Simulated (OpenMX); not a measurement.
# BN: equation of state with PBE

**The experiment to reproduce.**

“Effect of nanostructuration on compressibility of cubic BN”, 2012, arxiv:1208.3664 quotes, for a bulk crystal of BN at 300 K: bulk modulus 395 ± 2 GPa.

The system is BN.

```
N B
1.0
     0.00000    1.81300    1.81300
     1.81300    0.00000    1.81300
     1.81300    1.81300    0.00000
N B
1 1
Direct
  0.25000 0.25000 0.25000
  0.00000 0.00000 0.00000
```

The cell is a database's computed one.

| Quantity | Value |
| --- | --- |
| Program | OpenMX 3.8.5 |
| Task | equation of state |
| Functional | PBE |
| Potentials or basis | OpenMX 2013 PBE set, N6.0-s2p2d1, B7.0-s2p2d1, fixed grid of 25 × 25 × 25 points |
| k mesh | 13 × 13 × 13 |
| Occupations | fermi-dirac, width 0.05 eV |
| Spin | no spin polarisation |

The equilibrium volume is 5.97 Å³/atom, the bulk modulus is 371 GPa and the pressure derivative of the bulk modulus is 3.6.

Energy against volume, from the lowest point:
| volume (Å³/atom) | energy (meV/atom) |
| --- | --- |
| 5.602 | 29.45 |
| 5.721 | 13.14 |
| 5.840 | 3.51 |
| 5.959 | 0.00 |
| 6.078 | 2.03 |
| 6.198 | 9.15 |
| 6.317 | 20.92 |

Against the measured bulk modulus of BN, 395 GPa (300 K; quoted in “Effect of nanostructuration on compressibility of cubic BN”, 2012, arxiv:1208.3664), the calculated 371 GPa is off by -6.2 %. The fit is for a static lattice scaled at fixed shape and fixed fractional positions.

Caveat: volumes in these bases differ from converged ones by about 1 %, for some elements by several; the basis of atomic orbitals isn't converged, which shifts pressures, moduli and gaps.
